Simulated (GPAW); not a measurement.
# FeO (Wuestite) (Fm-3m) in GPAW: further runs, part 2 of 3

GPAW 26.7.0. Earlier steps stand in the parts before.

## 4. Band structure, PBE+U, collinear spin, ferromagnetic start

run.py

```python
from ase.dft.bandgap import bandgap
from ase.io import write
from ase.spacegroup import crystal
from ase.units import GPa
from gpaw import GPAW, PW

# Fe 4a
# O 4b
atoms = crystal(['Fe', 'O'],
                basis=[[0.0, 0.0, 0.0],
                       [0.5, 0.0, 0.0]],
                spacegroup=225, setting=1,  # Fm-3m
                cellpar=[4.3108, 4.3108, 4.3108, 90.0, 90.0, 90.0],
                primitive_cell=True)
atoms.set_initial_magnetic_moments([3.0, 0.0])

calc = GPAW(mode=PW(800),
            xc='PBE',
            kpts={'size': (9, 9, 9), 'gamma': True},
            occupations={'name': 'fermi-dirac', 'width': 0.05},
            setups={'Fe': ':d,4.0'},
            nbands=17,
            convergence={'density': 1e-05, 'energy': 1e-05},
            maxiter=150,
            txt='gpaw.txt')
atoms.calc = calc
energy = atoms.get_potential_energy()
forces = atoms.get_forces()
stress = atoms.get_stress()
calc.write('gs.gpw')
write('result.traj', atoms)
print(f'Energy: {energy:.6f} eV')
print('Forces (eV/A):')
print(forces.round(4))
print('Stress (GPa):', (stress / GPa).round(3))
print('Moments:', calc.get_magnetic_moments().round(3))
print('Fermi level:', round(calc.get_fermi_level(), 4), 'eV')
print(f'Gap: {bandgap(calc)[0]:.4f} eV, direct: {bandgap(calc, direct=True)[0]:.4f} eV')

path = atoms.cell.bandpath('GXWKGLUWLK,UX', npoints=80, eps=1e-4)
bs_calc = calc.fixed_density(kpts=path, symmetry='off', nbands=26,
                             convergence={'bands': 'CBM+6.0', 'eigenstates': 1e-6}, txt='bands.txt')
bs = bs_calc.band_structure()
bs.write('bs.json')
print(f'Gap on the path: {bandgap(bs_calc)[0]:.4f} eV')
```

Potentials or basis: GPAW PAW data sets (gpaw-data 1.2.1), pw.

Launch:

```console
$ OMP_NUM_THREADS=1 python run.py
```

gpaw.txt:

```text
__  _  _
 | _ |_)|_||  |
 |__||  | ||/\| - 26.7.0

Input parameters:
  mode=PW(ecut=800.0),
  convergence={'density': 1e-05, 'energy': 1e-05},
  kpts=MonkhorstPack(size=(9, 9, 9), gamma=True),
  maxiter=150,
  nbands=17,
  occupations=Occupations(name='fermi-dirac', width=0.05),
  setups={'Fe': ':d,4.0'},
  xc=XC(name='PBE')

Diagonalizing LCAO Hamiltonian
Converting LCAO to pw mode

              O

       Fe

Atoms  # Å, Bohr magnetons
|   | symbol |        x |        y |        z |    initial magnetic moments |
|---|--------|----------|----------|----------|-----------------------------|
| 0 |     Fe | 0.000000 | 0.000000 | 0.000000 | ( 0.0000,  0.0000,  3.0000) |
| 1 |      O | 2.155400 | 2.155400 | 2.155400 | ( 0.0000,  0.0000,  0.0000) |

Unit cell  # Å
| periodic |        x |        y |        z |  lengths |    angles |
|----------|----------|----------|----------|----------|-----------|
|      yes | 0.000000 | 2.155400 | 2.155400 | 3.048196 | 60.000000 |
|      yes | 2.155400 | 0.000000 | 2.155400 | 3.048196 | 60.000000 |
|      yes | 2.155400 | 2.155400 | 0.000000 | 3.048196 | 60.000000 |

Number of symmetries: 48
Symmetry operations  # r_c * U_cc + t_c -> r_c
|    | kind |            matrix            |
|----|------|------------------------------|
|  0 |  σ   |  1, 0, 0,  1, 0,-1,  1,-1, 0 |
|  1 |  C2  |  1, 0, 0,  1,-1, 0,  1, 0,-1 |
|  2 |  E   |  1, 0, 0,  0, 1, 0,  0, 0, 1 |
|  3 |  σ   |  1, 0, 0,  0, 0, 1,  0, 1, 0 |
|  4 |  C4  |  1, 0,-1,  1, 0, 0,  1,-1, 0 |
|  5 |  S6  |  1, 0,-1,  1,-1, 0,  1, 0, 0 |
|  6 |  σ   |  1, 0,-1,  0, 1,-1,  0, 0,-1 |
|  7 |  C3  |  1, 0,-1,  0, 0,-1,  0, 1,-1 |
|  8 |  S6  |  1,-1, 0,  1, 0, 0,  1, 0,-1 |
|  9 |  C4  |  1,-1, 0,  1, 0,-1,  1, 0, 0 |
| 10 |  C3  |  1,-1, 0,  0,-1, 1,  0,-1, 0 |
| 11 |  σ   |  1,-1, 0,  0,-1, 0,  0,-1, 1 |
| 12 |  σ   |  0, 1, 0,  1, 0, 0,  0, 0, 1 |
| 13 |  C4  |  0, 1, 0,  0, 1,-1, -1, 1, 0 |
| 14 |  C3  |  0, 1, 0,  0, 0, 1,  1, 0, 0 |
| 15 |  S6  |  0, 1, 0, -1, 1, 0,  0, 1,-1 |
| 16 |  C2  |  0, 1,-1,  1, 0,-1,  0, 0,-1 |
| 17 |  σ   |  0, 1,-1,  0, 1, 0, -1, 1, 0 |
| 18 |  S4  |  0, 1,-1,  0, 0,-1,  1, 0,-1 |
| 19 |  C4  |  0, 1,-1, -1, 1, 0,  0, 1, 0 |
| 20 |  C3  |  0, 0, 1,  1, 0, 0,  0, 1, 0 |
| 21 |  σ   |  0, 0, 1,  0, 1, 0,  1, 0, 0 |
| 22 |  S6  |  0, 0, 1,  0,-1, 1, -1, 0, 1 |
| 23 |  C4  |  0, 0, 1, -1, 0, 1,  0,-1, 1 |
| 24 |  S4  |  0, 0,-1,  1, 0,-1,  0, 1,-1 |
| 25 |  C3  |  0, 0,-1,  0, 1,-1,  1, 0,-1 |
| 26 |  C2  |  0, 0,-1,  0,-1, 0, -1, 0, 0 |
| 27 |  S6  |  0, 0,-1, -1, 0, 0,  0,-1, 0 |
| 28 |  S4  |  0,-1, 1,  1,-1, 0,  0,-1, 0 |
| 29 |  C4  |  0,-1, 1,  0, 0, 1, -1, 0, 1 |
| 30 |  C2  |  0,-1, 1,  0,-1, 0,  1,-1, 0 |
| 31 |  σ   |  0,-1, 1, -1, 0, 1,  0, 0, 1 |
| 32 |  C3  |  0,-1, 0,  1,-1, 0,  0,-1, 1 |
| 33 |  S6  |  0,-1, 0,  0, 0,-1, -1, 0, 0 |
| 34 |  S4  |  0,-1, 0,  0,-1, 1,  1,-1, 0 |
| 35 |  C2  |  0,-1, 0, -1, 0, 0,  0, 0,-1 |
| 36 |  C2  | -1, 1, 0,  0, 1, 0,  0, 1,-1 |
| 37 |  S6  | -1, 1, 0,  0, 1,-1,  0, 1, 0 |
| 38 |  S4  | -1, 1, 0, -1, 0, 1, -1, 0, 0 |
| 39 |  C3  | -1, 1, 0, -1, 0, 0, -1, 0, 1 |
| 40 |  S6  | -1, 0, 1,  0, 0, 1,  0,-1, 1 |
| 41 |  C2  | -1, 0, 1,  0,-1, 1,  0, 0, 1 |
| 42 |  C3  | -1, 0, 1, -1, 1, 0, -1, 0, 0 |
| 43 |  S4  | -1, 0, 1, -1, 0, 0, -1, 1, 0 |
| 44 |  C2  | -1, 0, 0,  0, 0,-1,  0,-1, 0 |
| 45 |  i   | -1, 0, 0,  0,-1, 0,  0, 0,-1 |
| 46 |  σ   | -1, 0, 0, -1, 1, 0, -1, 0, 1 |
| 47 |  C2  | -1, 0, 0, -1, 0, 1, -1, 1, 0 |

BZ-sampling:
  Number of BZ points: 729
  Number of IBZ points: 35

  Monkhorst-Pack size: [9, 9, 9]
  Monkhorst-Pack shift: [0, 0, 0]

K-points  # in reciprocal-cell coordinates
|     |                                coordinates |     weight |
|-----|--------------------------------------------|------------|
|   0 | (  0.00000000,   0.00000000,   0.00000000) | 0.00137174 |
|   1 | (  0.11111111,   0.11111111,   0.00000000) | 0.00823045 |
|   2 | (  0.11111111,   0.11111111,   0.11111111) | 0.01097394 |
|   3 | (  0.22222222,   0.11111111,   0.11111111) | 0.01646091 |
|   4 | (  0.22222222,   0.22222222,   0.00000000) | 0.00823045 |
|   5 | (  0.22222222,   0.22222222,   0.11111111) | 0.03292181 |
|   6 | (  0.22222222,   0.22222222,   0.22222222) | 0.01097394 |
|   7 | (  0.33333333,   0.22222222,   0.11111111) | 0.03292181 |
|   8 | (  0.33333333,   0.22222222,   0.22222222) | 0.03292181 |
|   9 | (  0.33333333,   0.33333333,  -0.33333333) | 0.01646091 |
| ... |                                            |            |
|  34 | (  0.44444444,   0.44444444,   0.44444444) | 0.01097394 |

Plane wave coefficients: 1039
Cutoff: 800.0 eV

Spin-components: 2 (collinear spins)
Bands:           17
Projectors:      11
Spin-degeneracy: 1
Datatype:        complex128

Parallelization:
  kpt:    1
  domain: 1
  band:   1

Density:
  Valence electrons: 14.0
  Components: 2
  Grid points: [20 20 20]
  Charge: 0.0  # |e|

Potential:
  Grid points: [20 20 20]

species:
  Fe:
    name:    Iron
    Z:       26.0
    valence: 8
    core:    18
    charge:  0.0  # [|e|]
    Hubbard: {U: 4.0,  # eV
              l: 2,
              scale: True}
    compensation charges:
      type: gauss
      rc: 0.33  # [Å]
      lmax: 2
    cutoffs:
      filter: 2.06  # [Å]
      core: 2.67  # [Å]
    projectors
    | kind |    occ | energy [eV] | rcut [Å] |
    |------|--------|-------------|----------|
    |   4s |  2.000 |      -5.291 |    1.164 |
    |   4p |  0.000 |      -1.326 |    1.058 |
    |   3d |  6.000 |      -7.505 |    1.058 |
    |    s |        |      21.920 |    1.164 |
    |    p |        |      25.885 |    1.058 |
    |    d |        |      19.706 |    1.058 |

    Using partial waves for Fe as LCAO basis

  O:
    name:    Oxygen
    Z:       8.0
    valence: 6
    core:    2
    charge:  0.0  # [|e|]
    compensation charges:
      type: gauss
      rc: 0.21  # [Å]
      lmax: 2
    cutoffs:
      filter: 1.17  # [Å]
      core: 0.83  # [Å]
    projectors
    | kind |    occ | energy [eV] | rcut [Å] |
    |------|--------|-------------|----------|
    |   2s |  2.000 |     -23.961 |    0.688 |
    |   2p |  4.000 |      -9.029 |    0.598 |
    |    s |        |       3.251 |    0.688 |
    |    p |        |      18.182 |    0.598 |
    |    d |        |       0.000 |    0.619 |

    Using partial waves for O as LCAO basis

Reference energy: -36660.306901  # eV

eigensolver:
  PPCG
  Converge bands: occupied
  niter=2

density mixing:
  MSR1-Mixer
  Pratt-step length: 0.05
  Maximum mixing coefficient: 0.75
  Old densities: 10
  SVD Regularization: 0.005
  Good broyden scale: 1.0
  Trust region scale: 1.0
  Backstep threshold: 4.0
  History deletion threshold: 6.0
  Fourier metric: weight=20.0, sigma=0.015

occupation numbers:
  Fermi-Dirac:
    width: 0.0500  # eV

poisson solver:
  ecut: 6400.0  # eV

xc functional:
  name: PBE with 2 nearest neighbor stencil

convergence criteria:
- Maximum integral of absolute [dens]ity change: 1e-05 electrons / valence electron
- Maximum [total energy] change in last 3 cyles: 1e-05 eV / valence electron
- Maximum integral of absolute [eigenst]ate change: 4e-08 eV^2 / valence electron
maximum number of iterations: 150

SCF iterations
|iter     | |      energy | eigst |  dens |  magmom |
|---------|-|-------------|-------|-------|---------|
|iter:   1| |  -14.716658 | -0.03 |       |  +3.0024|
|iter:   2| |  -14.521908 | -2.00 | -0.69 |  +3.0535|
|iter:   3| |  -14.466616 | -1.55 | -0.73 |  +3.6065|
|iter:   4| |  -14.571133 | -2.31 | -1.22 |  +3.8818|
|iter:   5| |  -14.591418 | -3.47 | -1.65 |  +3.9963|
|iter:   6| |  -14.590227 | -3.80 | -2.12 |  +4.0136|
|iter:   7| |  -14.590441 | -5.19 | -2.59 |  +4.0062|
|iter:   8| |  -14.590470 | -6.14 | -3.16 |  +4.0040|
|iter:   9| |  -14.590475c| -6.58 | -3.67 |  +4.0032|
|iter:  10| |  -14.590475c| -7.57c| -4.43 |  +4.0034|
|iter:  11| |  -14.590475c| -8.03c| -4.86 |  +4.0035|
|iter:  12| |  -14.590475c| -9.04c| -5.93c|  +4.0035|

Converged in 12 steps
Energy contributions relative to reference atoms: (reference = -36660.306901)

Energy contributions:
  Kinetic:          33.967880
  Coulomb:         -29.602026
  Zero:              0.217501
  External:          0.000000
  Xc:              -19.169140
  Entropy:          -0.009379
  Spinorbit:         0.000000
  ----------------------------
  Free energy:     -14.595164
  Extrapolated:    -14.590475

dipole moment: (-10.329248, -10.329248, -10.329248)  # |e|*Ang

Total magnetic moment: (0.000000, 0.000000, 4.003493)

Local magnetic moments
|        x |        y |        z |
|----------|----------|----------|
| 0.000000 | 0.000000 | 3.722865 |  # Fe   0
| 0.000000 | 0.000000 | 0.170962 |  # O    1

Fermi level: 10.052
Eigenvalues  # (at kpt = [0.000, 0.000, 0.000])
| band index |      eig [eV] | occ [0-1] |      eig [eV] | occ [0-1] |
|------------|---------------|-----------|---------------|-----------|
|          0 |       -11.306 |     1.000 |       -10.947 |     1.000 |
|          1 |         3.224 |     1.000 |         6.008 |     1.000 |
|          2 |         3.224 |     1.000 |         6.008 |     1.000 |
|          3 |         3.272 |     1.000 |         6.008 |     1.000 |
|          4 |         3.272 |     1.000 |         9.327 |     1.000 |
|          5 |         3.272 |     1.000 |         9.327 |     1.000 |
|          6 |         5.626 |     1.000 |         9.327 |     1.000 |
|          7 |         5.626 |     1.000 |         9.985 |     0.795 |
|          8 |         5.626 |     1.000 |        11.252 |     0.000 |
|          9 |         9.376 |     1.000 |        11.252 |     0.000 |
|         10 |        24.717 |     0.000 |        24.302 |     0.000 |
|         11 |        25.728 |     0.000 |        27.333 |     0.000 |
|         12 |        25.728 |     0.000 |        27.333 |     0.000 |
|         13 |        25.728 |     0.000 |        27.333 |     0.000 |
|         14 |        29.686 |     0.000 |        31.338 |     0.000 |
|         15 |        29.686 |     0.000 |        31.338 |     0.000 |
|         16 |        29.686 |     0.000 |        31.338 |     0.000 |

No gap
No difference between direct/indirect transitions

Forces  # eV/Ang
|        x |       y |       z |
|----------|---------|---------|
| -0.00000 | 0.00000 | 0.00000 |  # Fe   0
|  0.00000 | 0.00000 | 0.00000 |  # O    1

Stress tensor  # eV/Ang^3
|         x |         y |         z |
|-----------|-----------|-----------|
| -0.013432 |  0.000000 | -0.000000 |
|  0.000000 | -0.013432 | -0.000000 |
| -0.000000 | -0.000000 | -0.013432 |

# Writing to gs.gpw (mode='')
```

Run time: 35 s. Hardware: 1 thread of Intel Xeon Platinum 8488C (Sapphire Rapids), shared host; peak memory 0.28 GiB.

Results:

| Item | Value |
| --- | --- |
| Free energy | -14.5952 eV |
| Pressure | 2.2 GPa |
| Band gap along the path | none (metal or under the smearing width) |
| Net moment | 4.00 μB per cell |
| Site moments | Fe +3.72; O +0.17 μB |

Levels at the corners of the path, in eV from the Fermi level:
Spin up:
```tsv
point	band 7	band 8	band 9	band 10
Γ	-4.43	-4.43	-4.43	-0.68
X	-5.85	-5.62	-5.62	4.38
W	-5.37	-5.37	-3.90	6.61
K	-5.34	-4.95	-3.69	5.92
Γ	-4.43	-4.43	-4.43	-0.68
L	-5.04	-2.15	-2.15	3.29
U	-5.34	-4.95	-3.69	5.92
W	-5.37	-5.37	-3.90	6.61
L	-5.04	-2.15	-2.15	3.29
K	-5.34	-4.95	-3.69	5.92
U	-5.34	-4.95	-3.69	5.92
X	-5.85	-5.62	-5.62	4.38
```
Spin down:
| point | band 2 | band 3 | band 4 | band 5 | band 6 | band 7 | band 8 | band 9 |
| --- | --- | --- | --- | --- | --- | --- | --- | --- |
| Γ | -4.04 | -4.04 | -4.04 | -0.73 | -0.73 | -0.73 | -0.07 | 1.20 |
| X | -7.79 | -5.25 | -5.25 | -2.32 | 0.92 | 0.92 | 1.85 | 2.15 |
| W | -6.94 | -6.94 | -6.17 | -0.07 | -0.07 | 0.93 | 2.12 | 2.75 |
| K | -7.37 | -6.89 | -5.48 | -0.91 | 0.72 | 0.77 | 2.31 | 2.73 |
| Γ | -4.04 | -4.04 | -4.04 | -0.73 | -0.73 | -0.73 | -0.07 | 1.20 |
| L | -8.83 | -5.61 | -5.61 | 0.54 | 0.54 | 0.62 | 3.54 | 3.63 |
| U | -7.37 | -6.89 | -5.48 | -0.91 | 0.72 | 0.77 | 2.31 | 2.73 |
| W | -6.94 | -6.94 | -6.17 | -0.07 | -0.07 | 0.93 | 2.12 | 2.75 |
| L | -8.83 | -5.61 | -5.61 | 0.54 | 0.54 | 0.62 | 3.54 | 3.63 |
| K | -7.37 | -6.89 | -5.48 | -0.91 | 0.72 | 0.77 | 2.31 | 2.73 |
| U | -7.37 | -6.89 | -5.48 | -0.91 | 0.72 | 0.77 | 2.31 | 2.73 |
| X | -7.79 | -5.25 | -5.25 | -2.32 | 0.92 | 0.92 | 1.85 | 2.15 |

Caveat: a cell with one magnetic atom can't hold antiferromagnetic order, which such compounds often take. The state reached can hang on the start; a lower one may exist.

[end of part 2 of 3]
